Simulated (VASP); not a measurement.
Write the native input for VASP 6.6.1 that does the following.

| Item | Value |
| --- | --- |
| Task | electric field gradients |
| Functional | PBE |
| Potentials or basis | VASP PAW PBE potentials, release 64 (Si) |
| Cutoff | 520 eV |
| k mesh | 10 × 10 × 10 |
| Occupations | fermi-dirac, width 0.02 eV |
| Spin | no spin polarisation |
| Dipole correction | no |
| Further INCAR settings | ALGO = Fast; EDIFF = 1e-08; NBANDS = 11 |

The structure of Si lies in POSCAR:

```
Si
1.0
    0.0000000000      2.7576691254      2.7576691254
    2.7576691254      0.0000000000      2.7576691254
    2.7576691254      2.7576691254      0.0000000000
Si
2
Direct
    0.7500000000      0.7500000000      0.7500000000
    0.5000000000      0.5000000000      0.5000000000
```

The cell isn't the ideal one: functional pbe, volume scaled by 1.04, PAW files.

The input as run:

INCAR

```
PREC = Accurate ; ENCUT = 520
EDIFF = 1E-8 ; ISMEAR = -1
SIGMA = 0.02 ; LREAL = F
LASPH = T ; NELM = 80
ALGO = Fast ; ISIF = 2
LWAVE = F ; LCHARG = F
GGA = PE ; LEFG = T
NBANDS = 11
```

KPOINTS

```
Automatic mesh
0
Gamma
  10 10 10
```

Potentials or basis: VASP PAW PBE potentials, release 64 (Si).

Command:

```console
$ cat potpaw_PBE.64/Si/POTCAR > POTCAR
$ mpirun -np 1 vasp_std > vasp.out
```

Results of the run:

| Item | Value |
| --- | --- |
| Pressure | -2.1 GPa |
| Band gap on the k mesh | 0.66 eV, indirect (least direct gap 2.53 eV) |

It took 40 s on 1 thread of Intel(R) Xeon(R) Platinum 8488C (Sapphire Rapids), on a shared host, peak memory 0.16 GiB.
